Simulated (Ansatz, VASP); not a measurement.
**One calculation of KCl, two programs**

```
K Cl
1.0
     3.63400    0.00000    0.00000
     0.00000    3.63400    0.00000
     0.00000    0.00000    3.63400
K Cl
1 1
Cartesian
  0.0000 0.0000 0.0000
  1.9584 1.9584 1.8170
```

Alike in both runs: task electric field gradients; functional PBE; k mesh 7 × 7 × 7; occupations fermi-dirac, width 0.01 eV; no spin polarisation.

|  | VASP | Ansatz |
| --- | --- | --- |
| version | VASP 6.6.1 | Ansatz 0.2.0 |
| potentials or method | VASP PAW PBE potentials, release 64 (K_sv, Cl), cutoff 520 eV | all-electron PAW with datasets made for the crystal, scalar-relativistic |

|  | VASP | Ansatz | Ansatz less VASP |
| --- | --- | --- | --- |
| gap on the k mesh at the Fermi level (eV) | 5.62 | 5.62 | +0.002 |
| pressure (GPa) | 5.0 | 4.9 | -0.07 |
| largest component of the traceless stress (GPa) | 0.51 | 0.51 | -0.009 |
| rms of the force components (eV/Å) | 0.206 | 0.202 | -0.0041 |
| Vzz of the field gradient on the site that differs most (V/Å²) | 2.0 | 2.0 | -0.06 |

Atom by atom the forces differ by 0.004 eV/Å (rms over components). Ansatz ran all-electron here, so the differences hold the error of VASP's frozen core and of both bases.

Caveats: an odd mesh through Γ misses points on the zone boundary, where band edges often lie.
